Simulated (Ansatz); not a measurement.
## SrO: a sublattice moved along a line

Method: DFT r2SCAN, scalar-relativistic, plane waves, PAW in Ansatz 0.2.0. Settings: plane waves to 500 eV, k-mesh 8×8×8 (Γ-centred), Gaussian smearing 0.05 eV. No spin polarisation. Energies are free energies at this smearing, counted from the undisturbed cell; pressure is positive in compression.

The undisturbed cell (as given, not relaxed at this level; it stands at 1.1 GPa):

```
CELL_PARAMETERS angstrom
0.00000 2.56980 2.56980
2.56980 0.00000 2.56980
2.56980 2.56980 0.00000
ATOMIC_POSITIONS crystal
Sr 0.00000 0.00000 0.00000
O 0.50000 0.50000 0.50000
```

Every O atom is moved by x along the Cartesian unit vector (0.000, -0.707, -0.707); the cell and all other atoms stay fixed.

| x (Å) | ΔE (meV/cell) | force along x on the moved atoms (eV/Å) | pressure (GPa) | gap on the mesh (eV) |
| --- | --- | --- | --- | --- |
| -0.2000 | 51.1 | ? | ? | 4.04 |
| -0.1000 | ? | 0.25 | ? | 3.86 |
| 0.0000 | 0.0 | 0.00 | 1.1 | 3.79 |
| 0.0250 | 0.8 | -0.06 | 1.1 | 3.80 |
| 0.0500 | 3.0 | -0.12 | 1.2 | 3.81 |
| 0.0750 | 6.9 | -0.18 | 1.3 | 3.83 |
| 0.1250 | 19.4 | -0.32 | 1.6 | 3.89 |
| 0.1500 | 28.1 | -0.39 | 1.8 | 3.94 |
| 0.1750 | 38.7 | -0.46 | 2.0 | 3.99 |

By symmetry 0.2000 repeats -0.2000, -0.1500 repeats 0.1500, 0.1000 repeats -0.1000, -0.0500 repeats 0.0500 in energy, with the opposite slope along the path.

(1) Give the withheld values.

Answers

(1) force along x on the moved atoms (eV/Å) at x (Å) = -0.2000: 0.54; pressure (GPa) at x (Å) = -0.2000: 2.2; ΔE (meV/cell) at x (Å) = -0.1000: 12.3; pressure (GPa) at x (Å) = -0.1000: 1.4.